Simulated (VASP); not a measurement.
Write the native input for VASP 6.6.1 that does the following.

* Task: relaxation of cell and atoms
* Functional: LDA
* Potentials or basis: VASP PAW LDA potentials, release 64 (Be, S)
* Cutoff: 600 eV
* k mesh: 10 × 10 × 10
* Occupations: gaussian, width 0.03 eV
* Spin: no spin polarisation
* Target pressure: 0.6 GPa
* Further INCAR settings: ALGO = Normal; EDIFF = 1e-07; IBRION = 2; EDIFFG = -0.005; NSW = 90; ISIF = 3
* Target pressure: 0.6 GPa

The structure of BeS lies in POSCAR:

```
BeS                                     
1.0
    0.0000000000      2.3939869393      2.3939869393
    2.3939869393     -0.0000000000      2.3939869393
    2.3939869393      2.3939869393      0.0000000000
  Be              S             
     1     1
Direct
     0.0000000000000000    0.0000000000000000    0.0000000000000000
     0.2500000000000000    0.2500000000000000    0.2500000000000000
```

The input as run:

INCAR

```
SYSTEM = BeS
PREC = Accurate ; ENCUT = 600
EDIFF = 1E-7 ; ISMEAR = 0
SIGMA = 0.03 ; LREAL = .False.
LASPH = .True. ; NELM = 80
ALGO = Normal ; ISIF = 3
LWAVE = .False. ; LCHARG = .False.
IBRION = 2 ; NSW = 90
EDIFFG = -0.005 ; PSTRESS = 6.0
```

KPOINTS

```
regular mesh
0
Gamma
  10 10 10
  0 0 0
```

Potentials or basis: VASP PAW LDA potentials, release 64 (Be, S).

Run with:

```console
$ cat potpaw_LDA.64/Be/POTCAR potpaw_LDA.64/S/POTCAR > POTCAR
$ mpirun -np 1 vasp_std > vasp.out
```

Results of the run:

| Item | Value |
| --- | --- |
| Pressure after relaxing | 0.6 GPa |
| Band gap on the k mesh | 2.82 eV, indirect (least direct gap 5.53 eV) |

Caveat: the relaxation stopped at its first step, so nothing moved; the cell is relaxed towards a set pressure, so the enthalpy falls and the energy may rise.

It took 9.8 s on 1 thread of Intel(R) Xeon(R) Platinum 8259CL CPU @ 2.50GHz (Skylake/Cascade Lake), with other jobs on the host, peak memory 0.14 GiB.
